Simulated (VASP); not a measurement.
# ZnAu (Pm-3m) in VASP: single point with PBEsol

Aim: the single point of ZnAu with PBEsol.

Program: VASP 6.6.1. These are calculated values, not measurements. Logs are shortened: lines on timing, memory, paths and dates and some standing lists are left out, and cuts for length are marked.

**1. Starting point**

It takes space group Pm-3m (No. 221, cubic). The conventional cell has a = 3.150 Å, b = 3.150 Å, c = 3.150 Å, α = 90.00°, β = 90.00°, γ = 90.00°. Zn (site symmetry m-3m) has 8 Au at 2.73 Å as nearest neighbours. Au (site symmetry m-3m) has 8 Zn at 2.73 Å as nearest neighbours.

The cell comes from a database or a generator and needn't be the stable form of this composition.

**2. Single point, PBEsol**

Input file INCAR:

```
SYSTEM = ZnAu
  ALGO = Normal
  EDIFF = 1E-6
  ENCUT = 520
  GGA = PS
  ISIF = 2
  ISMEAR = -1
  LASPH = .TRUE.
  LCHARG = .TRUE.
  LELF = .TRUE.
  LREAL = .FALSE.
  LVHAR = .TRUE.
  LWAVE = .FALSE.
  NBANDS = 18
  NELM = 100
  PREC = Accurate
  SIGMA = 0.05
```

Input file KPOINTS:

```
k-points
0
G
  13 13 13
  0 0 0
```

Input file POSCAR:

```
ZnAu
1.0
    3.1500525100      0.0000000000      0.0000000000
    0.0000000000      3.1500525100      0.0000000000
    0.0000000000      0.0000000000      3.1500525100
Zn Au
1 1
Direct
    0.5000000000      0.5000000000      0.5000000000
    0.0000000000      0.0000000000      0.0000000000
```

Potentials or basis: VASP PAW PBE potentials, release 64 (Zn, Au).

Command:

```console
cat potpaw_PBE.64/Zn/POTCAR potpaw_PBE.64/Au/POTCAR > POTCAR
mpirun -np 1 vasp_std > vasp.out
```

OUTCAR:

```text
SYSTEM = ZnAu
   EDIFF = 1E-6
   ENCUT = 520
   GGA = PS
   ISIF = 2
   ISMEAR = -1
   LASPH = .TRUE.
   LREAL = .FALSE.
   NELM = 100
   PREC = Accurate

 ion  position               nearest neighbor table
   1  0.500  0.500  0.500-   2 2.73   2 2.73   2 2.73   2 2.73   2 2.73   2 2.73   2 2.73   2 2.73

   2  0.000  0.000  0.000-   1 2.73   1 2.73   1 2.73   1 2.73   1 2.73   1 2.73   1 2.73   1 2.73

  LATTYP: Found a simple cubic cell.
 ALAT       =     3.1500525100

  Lattice vectors:

 A1 = (   3.1500525100,   0.0000000000,   0.0000000000)
 A2 = (   0.0000000000,   3.1500525100,   0.0000000000)
 A3 = (   0.0000000000,   0.0000000000,   3.1500525100)

Analysis of symmetry for initial positions (statically):
=====================================================================
 Subroutine PRICEL returns:
 Original cell was already a primitive cell.

 Routine SETGRP: Setting up the symmetry group for a
 simple cubic supercell.

 Subroutine GETGRP returns: Found 48 space group operations
 (whereof 48 operations were pure point group operations)
 out of a pool of 48 trial point group operations.

The static configuration has the point symmetry O_h .

Analysis of symmetry for dynamics (positions and initial velocities):
=====================================================================
 Subroutine PRICEL returns:
 Original cell was already a primitive cell.

 Routine SETGRP: Setting up the symmetry group for a
 simple cubic supercell.

 Subroutine GETGRP returns: Found 48 space group operations
 (whereof 48 operations were pure point group operations)
 out of a pool of 48 trial point group operations.

The dynamic configuration has the point symmetry O_h .

 Subroutine INISYM returns: Found 48 space group operations
 (whereof 48 operations are pure point group operations),
 and found     1 'primitive' translations

----------------------------------------------------------------------------------------

                                     Primitive cell

  volume of cell :      31.2574

  direct lattice vectors                    reciprocal lattice vectors
     3.150052510  0.000000000  0.000000000     0.317455026  0.000000000  0.000000000
     0.000000000  3.150052510  0.000000000     0.000000000  0.317455026  0.000000000
     0.000000000  0.000000000  3.150052510     0.000000000  0.000000000  0.317455026

  length of vectors
     3.150052510  3.150052510  3.150052510     0.317455026  0.317455026  0.317455026

  position of ions in fractional coordinates (direct lattice)
     0.500000000  0.500000000  0.500000000
     0.000000000  0.000000000  0.000000000

  ion indices of the primitive-cell ions
   primitive index   ion index
                 1           1
                 2           2

----------------------------------------------------------------------------------------

 KPOINTS: k-points

Automatic generation of k-mesh.
 Grid dimensions read from file:
 generate k-points for:   13   13   13

 Generating k-lattice:

  Cartesian coordinates                     Fractional coordinates (reciprocal lattice)
     0.024419617  0.000000000  0.000000000     0.076923077  0.000000000  0.000000000
     0.000000000  0.024419617  0.000000000     0.000000000  0.076923077  0.000000000
     0.000000000  0.000000000  0.024419617     0.000000000  0.000000000  0.076923077

  Length of vectors
     0.024419617  0.024419617  0.024419617

  Shift w.r.t. Gamma in fractional coordinates (k-lattice)
     0.000000000  0.000000000  0.000000000

 Subroutine IBZKPT returns following result:
 ===========================================

 Found     84 irreducible k-points:

 Following reciprocal coordinates:
            Coordinates               Weight
  0.000000  0.000000  0.000000      1.000000
  0.076923  0.000000  0.000000      6.000000
  0.153846  0.000000  0.000000      6.000000
  0.230769  0.000000  0.000000      6.000000
  0.307692  0.000000  0.000000      6.000000
  0.384615  0.000000  0.000000      6.000000
[... 16 lines left out ...]
  0.307692  0.307692  0.000000     12.000000
  0.384615  0.307692  0.000000     24.000000
 [... further k-points ...]
   k-points           NKPTS =     84   k-points in BZ     NKDIM =     84   number of bands    NBANDS=     18
   number of dos      NEDOS =    301   number of ions     NIONS =      2
   total plane-waves  NPLWV =  13824
   dimension x,y,z NGX =    24 NGY =   24 NGZ =   24
   dimension x,y,z NGXF=    48 NGYF=   48 NGZF=   48
   ions per type =               1   1
   NGX,Y,Z   is equivalent  to a cutoff of  12.67, 12.67, 12.67 a.u.
   NGXF,Y,Z  is equivalent  to a cutoff of  25.33, 25.33, 25.33 a.u.
 SYSTEM =  ZnAu
   PREC   = accura    normal or accurate (medium, high low for compatibility)
   ISTART =      0    job   : 0-new  1-cont  2-samecut
   ICHARG =      2    charge: 1-file 2-atom 10-const
   ISPIN  =      1    spin polarized calculation?
   LNONCOLLINEAR =      F non collinear calculations
   LSORBIT =      F    spin-orbit coupling
   LASPH  =      T    aspherical Exc in radial PAW
   ENCUT  =  520.0 eV  38.22 Ry    6.18 a.u.   5.86  5.86  5.86*2*pi/ulx,y,z
   NELM   =    100;   NELMIN=  2; NELMDL= -5     # of ELM steps
   EDIFF  = 0.1E-05   stopping-criterion for ELM
   LREAL  =      F    real-space projection
   EDIFFG = 0.1E-04   stopping-criterion for IOM
   NSW    =      0    number of steps for IOM
   IBRION =     -1    ionic relax: 0-MD 1-quasi-New 2-CG
   NFREE  =      0    steps in history (QN), initial steepest desc. (CG)
   ISIF   =      2    stress and relaxation
   ISYM   =      2    0-nonsym 1-usesym 2-fastsym
   POTIM  = 0.5000    time-step for ionic-motion
   TEBEG  =    0.0;   TEEND  =   0.0 temperature during run
   PSTRESS=    0.0 pullay stress
   NELECT =      23.0000    total number of electrons
   NUPDOWN=      -1.0000    fix difference up-down
   EMIN   =  10.00;   EMAX   =-10.00  energy-range for DOS
   EFERMI =   0.00;   METHOD = LEGACY
   ISMEAR =    -1;   SIGMA  =   0.05  broadening in eV -4-tet -1-fermi 0-gaus
   EFERMI_NEDOS =   21; number of points for ismear=-14 and -15
   IALGO  =     38    algorithm
   IMIX   =      4    mixing-type and parameters
     AMIX     =   0.40;   BMIX     =  1.00
     AMIX_MAG =   1.60;   BMIX_MAG =  1.00
  volume/ion in A,a.u.               =      15.63       105.47
  Fermi-wavevector in a.u.,A,eV,Ry     =   1.477972  2.792963 29.720598  2.184402
  Thomas-Fermi vector in A             =   2.592311
   LORBIT       =      0    0 simple, 1 ext, 2 COOP (PROOUT), +10 PAW based schemes
   GGA     = PS    functional components
   LHFCALC =     F    Hartree Fock is set to
   AEXX    =    0.0000 exact exchange contribution
   IVDW    =     0    specifies the selected vdW correction
   LEPSILON=     F    determine dielectric tensor
   LRPA    =     F    only Hartree local field effects (RPA)
 non-spin polarized calculation
  energy-cutoff  :      520.00
  volume of cell :       31.26
 maximum number of plane-waves:       864
 NGX is ok and might be reduce to    24
   NGX = 11   NGY = 11   NGZ = 11

 number of electron      23.0000004 magnetization

 Free energy of the ion-electron system (eV)
  ---------------------------------------------------
  ext. energy  EPLUGINS =         0.00000000
  ---------------------------------------------------
  free energy    TOTEN  =        -5.94878693 eV

  energy without entropy =       -5.94247903  energy(sigma->0) =       -5.94563298

 E-fermi :   6.9081     XC(G=0): -12.5186

 val. band max:        6.8644204100   @ k =   0.4615   0.3846   0.2308
 cond. band min:       6.9270654229   @ k =   0.4615   0.3077   0.3077
 fundamental gap:      0.0626450130
 Fermi energy:         6.9080875176

 k-point     1 :       0.0000    0.0000    0.0000
  band No.  band energies     occupation
      1      -3.7598      2.00000
      2      -1.2087      2.00000
      3      -1.2087      2.00000
      4      -0.5142      2.00000
      5      -0.5142      2.00000
      6      -0.5142      2.00000
[... 10 lines left out ...]
     17      18.9770      0.00000
     18      25.1633      0.00000

 k-point     2 :       0.0769    0.0000    0.0000
  band No.  band energies     occupation
      1      -3.6547      2.00000
      2      -1.1854      2.00000
      3      -1.1773      2.00000
      4      -0.5154      2.00000
      5      -0.5154      2.00000
      6      -0.5053      2.00000
[... 10 lines left out ...]
     17      19.4607      0.00000
     18      25.0593      0.00000

 k-point     3 :       0.1538    0.0000    0.0000
  band No.  band energies     occupation
      1      -3.3449      2.00000
      2      -1.1189      2.00000
      3      -1.0910      2.00000
      4      -0.5184      2.00000
      5      -0.5184      2.00000
      6      -0.4806      2.00000
[... 10 lines left out ...]
     17      20.9653      0.00000
     18      24.8186      0.00000

 k-point     4 :       0.2308    0.0000    0.0000
  band No.  band energies     occupation
      1      -2.8476      2.00000
      2      -1.0193      2.00000
      3      -0.9713      2.00000
      4      -0.5211      2.00000
      5      -0.5211      2.00000
      6      -0.4451      2.00000
[... 375 lines left out ...]
      4      -0.5915      2.00000
      5      -0.5028      2.00000
      6       0.4965      2.00000
[... 10 lines left out ...]
     17      19.6173      0.00000
     18      21.0789      0.00000

 k-point    23 :       0.3077    0.3077    0.0000
  band No.  band energies     occupation
      1      -1.4784      2.00000
      2      -0.9919      2.00000
      3      -0.7351      2.00000
      4      -0.5515      2.00000
      5      -0.4974      2.00000
      6      -0.0053      2.00000
[... 10 lines left out ...]
     17      21.2155      0.00000
     18      21.5679      0.00000

 k-point    24 :       0.3846    0.3077    0.0000
  band No.  band energies     occupation
      1      -1.3576      2.00000
      2      -1.0670      2.00000
      3      -0.7595      2.00000
      4      -0.6327      2.00000
      5      -0.4037      2.00000
      6       0.3179      2.00000
[... 10 lines left out ...]
     17      20.7010      0.00000
     18      20.9589      0.00000

 [... further k-points ...]
[... 5 lines left out ...]
  --------------------------------------------------------------------------------------
  -------------------------------------------------------------------------------------
  Total       -0.5190230     -0.5190230     -0.5190230     -0.0000000      0.0000000     -0.0000000
  in kB      -26.6038062    -26.6038062    -26.6038062     -0.0000000      0.0000000     -0.0000000
  external PRESSURE =     -26.6038062 kB  Pullay stress =       0.0000000 kB

 VOLUME and BASIS-vectors are now :
 -----------------------------------------------------------------------------
  energy-cutoff  :      520.00
  volume of cell :       31.26
      direct lattice vectors                 reciprocal lattice vectors
     3.150052510  0.000000000  0.000000000     0.317455026  0.000000000  0.000000000
     0.000000000  3.150052510  0.000000000     0.000000000  0.317455026  0.000000000
     0.000000000  0.000000000  3.150052510     0.000000000  0.000000000  0.317455026

 POSITION                                       TOTAL-FORCE (eV/Angst)
 -----------------------------------------------------------------------------------
      1.57503      1.57503      1.57503         0.000000      0.000000      0.000000
      0.00000      0.00000      0.00000         0.000000      0.000000      0.000000
 -----------------------------------------------------------------------------------
    total drift:                                0.000000      0.000000     -0.000000

  FREE ENERGIE OF THE ION-ELECTRON SYSTEM (eV)
  ---------------------------------------------------
  free  energy   TOTEN  =        -5.9487869278 eV

  energy  without entropy=       -5.9424790294  energy(sigma->0) =       -5.94563298
```

Run time: 15 s. Hardware: 1 thread of Intel Xeon Platinum 8488C (Sapphire Rapids), shared host; peak memory 0.17 GiB.

What came out:

```
Free energy            : -5.9488 eV
Pressure               : -2.7 GPa
Band gap on the k mesh : none (metal or under the smearing width)
```

Caveat: the PAW data sets were made with another functional, which shifts forces and pressure a little.
